**Cubic rules for the tetragonal Bain path of B2 TiAl**

The table holds the free-energy change and pressure of TiAl at five axial ratios along the tetragonal path at fixed volume, from plane-wave PAW calculations with r2SCAN and no spin polarisation. The program converts the stresses of the same runs into slopes and tests two cubic rules in s = ln(axial ratio), both with the zero slope that cubic symmetry imposes at ratio 1 and both fixed by the row at 1.414. It compares them with trapezoid integration of the stresses and with a quartic fitted to all energies. At ratio 1.2, outside the fit, the one- and two-parameter rules are too deep by 13 % and 4 % of the computed energy, while on the compressed side both fail by 100 meV/atom or more. The output also gives the extrapolated minimum beyond 1.414, the shallow dip between 0.85 and 1, and the wide spread of the implied shear constant.

CsCl-type TiAl (cubic a = 3.179 Å, not relaxed at this level), deformed along [001] at fixed volume and fixed fractional coordinates. Ansatz 0.2.0, plane-wave PAW, scalar-relativistic r2SCAN without spin polarisation, cutoff 500 eV, k mesh 16×16×16, Gaussian smearing 0.15 eV. Energies are free energies relative to the cubic cell; pressure is positive in compression.

## Numerical check

```python
# Table: TiAl (B2 start), tetragonal Bain path at fixed volume; free-energy change and pressure,
# Ansatz 0.2.0, plane-wave PAW, r2SCAN, no spin. Tested: cubic rules in s = ln(axial ratio) with
# symmetry-fixed zero slope at s = 0, against stress integration and a fitted quartic.
T = {
    'axial_ratio': [0.707, 0.85, 1.0, 1.2, 1.414],  # over its starting value
    'energy_change': [132.4, -0.5, 0.0, -65.5, -137.6],  # meV/atom
    'pressure': [4.18, 0.4, -0.8, -0.44, -0.06],  # GPa
}
import numpy as np
from scipy.constants import e
r = np.array(T['axial_ratio'], float); E = np.array(T['energy_change'], float); P = np.array(T['pressure'], float)
# further outputs of the same runs (stress in GPa, compression positive; eV/cell; angstrom)
pxx = np.array([-3.606151, -0.15748, -0.79925, -3.568928, -0.71024])
pzz = np.array([19.74961, 1.521261, -0.79925, 5.80552, 1.248428])
E0 = 500*np.array([0.26464, 0.0010568, 0, -0.13038, -0.27709])
dmin = np.array([2.523, 2.769, 2.753, 2.774, 2.832]); a0 = 3.179
s = np.log(r); V = a0**3/2; u = V*1e-21/e*1e3; k = 2*u/3
g = -k*(pzz - pxx) + 0.0
a = a0*r**(-1/3); c = a0*r**(2/3); d = np.sqrt(2*a*a + c*c)/2
print(f"V = {V:.2f} A^3/atom; V x 1 GPa = {u:.1f} meV/atom; slope dE/ds = -{k:.1f} x (Pzz-Pxx)")
print("ratio, s, a, c, Ti-Al (A), Pzz-Pxx (GPa), slope (meV/atom), E at zero smearing (meV/atom)")
for i in range(5):
    print(f" {r[i]:.3f} {s[i]:+.4f} {a[i]:.3f} {c[i]:.3f} {d[i]:.3f} {pzz[i]-pxx[i]:6.2f} {g[i]:7.0f} {E0[i]:7.1f}")
print(f"c equals Ti-Al distance at ratio {np.sqrt(2/3):.3f}; c at 0.707 is {100*(1-c[0]/d[2]):.1f} % below Ti-Al of cubic cell")
print(f"rounding of E 0.05 meV/atom; largest smearing shift {np.abs(E0-E).max():.1f} meV/atom")
print(f"slope at 1.414 over slope at 1.2: {g[4]/g[3]:.2f}")
def herm(i):
    return np.linalg.solve([[s[i]**2, s[i]**3], [2*s[i], 3*s[i]**2]], [E[i], g[i]])
s1 = np.log(2)/2; t = s/s1; f = 3*t**2 - 2*t**3; D = -E[4]/f[4]
EA = -D*f; gA = -D*6*t*(1 - t)/s1
A, B = herm(4); EB = A*s**2 + B*s**3; gB = 2*A*s + 3*B*s**2
sm = -2*A/(3*B); tB = s/sm
cum = np.concatenate([[0], np.cumsum(np.diff(s)*(g[1:] + g[:-1])/2)]); ET = cum - cum[2]
q = np.linalg.lstsq(np.c_[s**2, s**3, s**4], E, rcond=None)[0]
EQ = q[0]*s**2 + q[1]*s**3 + q[2]*s**4; gQ = 2*q[0]*s + 3*q[1]*s**2 + 4*q[2]*s**3
print(f"rule A: D = {D:.1f} meV/atom from E(1.414), minimum set at s = {s1:.4f}")
print(f" worked: ratio 1.2 t = {t[3]:.3f}, 3t^2-2t^3 = {f[3]:.3f}; ratio 0.85 t = {t[1]:.3f}, {f[1]:.3f}")
print(f"rule B: A = {A:.0f}, B = {B:.0f} meV/atom from E and slope at 1.414")
print(f" minimum s = {sm:.3f}, ratio {np.exp(sm):.3f}, fct c/a {np.exp(sm)/2**.5:.3f}, depth {A*sm**2/3:.1f} meV/atom")
print(f" worked: ratio 1.2 t = {tB[3]:.3f}, terms {A*s[3]**2:.1f} {B*s[3]**3:+.1f}; ratio 0.85 terms {A*s[1]**2:.1f} {B*s[1]**3:+.1f}")
print(f"quartic fit to energies: s^2 {q[0]:.0f}, s^3 {q[1]:.0f}, s^4 {q[2]:.0f} meV/atom")
idx = [0, 1, 3, 4]
print("energy (meV/atom): ratio, table, then value(error) for A, B, stress trapezoid, quartic")
for i in idx:
    print(f" {r[i]:.3f} {E[i]:6.1f} " + " ".join(f"{m[i]:.1f}({m[i]-E[i]:+.1f})" for m in (EA, EB, ET, EQ)))
print("slope (meV/atom): ratio, from stress, A, B, quartic")
for i in idx:
    print(f" {r[i]:.3f} {g[i]:6.0f} {gA[i]:6.0f} {gB[i]:6.0f} {gQ[i]:6.0f}")
for n, m in (("A", EA), ("B", EB), ("trapezoid", ET), ("quartic", EQ)):
    w = np.abs(m - E); j = w.argmax()
    print(f"{n}: at 1.2 {100*(m[3]/E[3]-1):+.0f} %, at 1.414 {100*(m[4]/E[4]-1):+.0f} %, worst {w[j]:.1f} meV/atom at {r[j]:.3f}")
print(f"slope error at 1.2: A {100*(gA[3]/g[3]-1):+.0f} %, B {100*(gB[3]/g[3]-1):+.0f} %, quartic {100*(gQ[3]/g[3]-1):+.0f} %")
A2, B2 = herm(1); s2 = -2*A2/(3*B2); A3, B3 = herm(3)
print(f"cubic between 0.85 and 1: dip {A2*s2**2/3:.1f} meV/atom at ratio {np.exp(s2):.3f}")
print(f"implied C' (GPa) from cubic through 0.85: {A2/k:.0f}; through 1.2: {A3/k:.0f}; through 1.414: {A/k:.0f}")
print("pressure less that of cubic cell (GPa): " + " ".join(f"{x:+.2f}" for x in P - P[2]))
Bm = 110.0  # rough recalled bulk modulus, GPa
print("rough volume-relaxation energy P^2 V/2B (meV/atom): " + " ".join(f"{x:.1f}" for x in P**2*u/(2*Bm)))
assert E[4] < E[3] < 0 < E[0]
assert all(g[i] < 0 for i in idx)
assert np.abs((2*pxx + pzz)/3 - P).max() < 0.006
assert np.abs(np.minimum(np.minimum(a, c), d) - dmin).max() < 0.002
```

Running it gives:

```
V = 16.06 A^3/atom; V x 1 GPa = 100.3 meV/atom; slope dE/ds = -66.8 x (Pzz-Pxx)
ratio, s, a, c, Ti-Al (A), Pzz-Pxx (GPa), slope (meV/atom), E at zero smearing (meV/atom)
 0.707 -0.3467 3.568 2.523 2.821  23.36   -1561   132.3
 0.850 -0.1625 3.356 2.853 2.769   1.68    -112     0.5
 1.000 +0.0000 3.179 3.179 2.753   0.00       0     0.0
 1.200 +0.1823 2.992 3.590 2.774   9.37    -627   -65.2
 1.414 +0.3464 2.832 4.005 2.832   1.96    -131  -138.5
c equals Ti-Al distance at ratio 0.816; c at 0.707 is 8.4 % below Ti-Al of cubic cell
rounding of E 0.05 meV/atom; largest smearing shift 1.0 meV/atom
slope at 1.414 over slope at 1.2: 0.21
rule A: D = 137.6 meV/atom from E(1.414), minimum set at s = 0.3466
 worked: ratio 1.2 t = 0.526, 3t^2-2t^3 = 0.539; ratio 0.85 t = -0.469, 0.866
rule B: A = -3062, B = 5529 meV/atom from E and slope at 1.414
 minimum s = 0.369, ratio 1.447, fct c/a 1.023, depth -139.1 meV/atom
 worked: ratio 1.2 t = 0.494, terms -101.8 +33.5; ratio 0.85 terms -80.9 -23.7
quartic fit to energies: s^2 -1385, s^3 -3278, s^4 11331 meV/atom
energy (meV/atom): ratio, table, then value(error) for A, B, stress trapezoid, quartic
 0.707  132.4 -688.7(-821.1) -598.5(-730.9) 163.2(+30.8) 133.9(+1.5)
 0.850   -0.5 -119.2(-118.7) -104.6(-104.1) 9.1(+9.6) -14.6(-14.1)
 1.200  -65.5 -74.2(-8.7) -68.3(-2.8) -57.1(+8.4) -53.4(+12.1)
 1.414 -137.6 -137.6(+0.0) -137.6(-0.0) -119.3(+18.3) -139.3(-1.7)
slope (meV/atom): ratio, from stress, A, B, quartic
 0.707  -1561   4767   4117  -2111
 0.850   -112   1641   1433     -4
 1.200   -627   -594   -565   -557
 1.414   -131     -1   -131   -256
A: at 1.2 +13 %, at 1.414 +0 %, worst 821.1 meV/atom at 0.707
B: at 1.2 +4 %, at 1.414 +0 %, worst 730.9 meV/atom at 0.707
trapezoid: at 1.2 -13 %, at 1.414 -13 %, worst 30.8 meV/atom at 0.707
quartic: at 1.2 -18 %, at 1.414 +1 %, worst 14.1 meV/atom at 0.850
slope error at 1.2: A -5 %, B -10 %, quartic -11 %
cubic between 0.85 and 1: dip -3.1 meV/atom at ratio 0.895
implied C' (GPa) from cubic through 0.85: -11; through 1.2: -37; through 1.414: -46
pressure less that of cubic cell (GPa): +4.98 +1.20 +0.00 +0.36 +0.74
rough volume-relaxation energy P^2 V/2B (meV/atom): 8.0 0.1 0.3 0.1 0.0
```
